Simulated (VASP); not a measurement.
Here is a VASP 6.6.1 calculation.

The input INCAR:

```
PREC = Accurate
ENCUT = 300
EDIFF = 1E-7
ISMEAR = 0
SIGMA = 0.02
LREAL = False
LASPH = True
NELM = 80
ALGO = Normal
ISIF = 3
LWAVE = False
LCHARG = False
GGA = PS
IBRION = 2
NSW = 90
EDIFFG = -0.005
```

KPOINTS

```
regular mesh
0
Gamma
  8 8 8
```

The input POSCAR:

```
BaS
1.0
    0.0000000000      3.2256756200      3.2256756200
    3.2256756200      0.0000000000      3.2256756200
    3.2256756200      3.2256756200      0.0000000000
Ba S
1 1
Direct
    0.0000000000      0.0000000000      0.0000000000
    0.5000000000      0.5000000000      0.5000000000
```

Potentials or basis: VASP PAW PBE potentials, release 64 (Ba_sv, S).

Run with:

```console
$ cat potpaw_PBE.64/Ba_sv/POTCAR potpaw_PBE.64/S/POTCAR > POTCAR
$ mpirun -np 1 vasp_std > vasp.out
```

Q: Predict the band gap on the k mesh.

A: 1.96 eV, indirect (least direct gap 2.09 eV).

Q: Estimate the relaxed cell.

A: a = 4.497 Å, b = 4.497 Å, c = 4.497 Å, α = 60.00°, β = 60.00°, γ = 60.00°.

Q: Estimate the space group after relaxing (to 0.05 Å).

A: Fm-3m (No. 225).

Step by step:
| step | energy change (eV) | largest force (eV/Å) | pressure (GPa) | volume (Å³) |
| --- | --- | --- | --- | --- |
| 1 | 0.0000 | 0.0000 | -1.83 | 67.13 |
| 2 | -0.0151 | 0.0000 | 0.63 | 63.47 |
| 3 | -0.0167 | 0.0000 | 0.00 | 64.31 |

Caveat: the cutoff is under 1.25 times the usual one of these potentials, so pressure, stress and relaxed cells hold a basis-set (Pulay) error; the PAW data sets were made with another functional, which shifts forces and pressure a little; spin-orbit coupling is left out, which moves the levels of the heavy elements. PBEsol gaps usually lie below the measured ones, often by a third to a half.
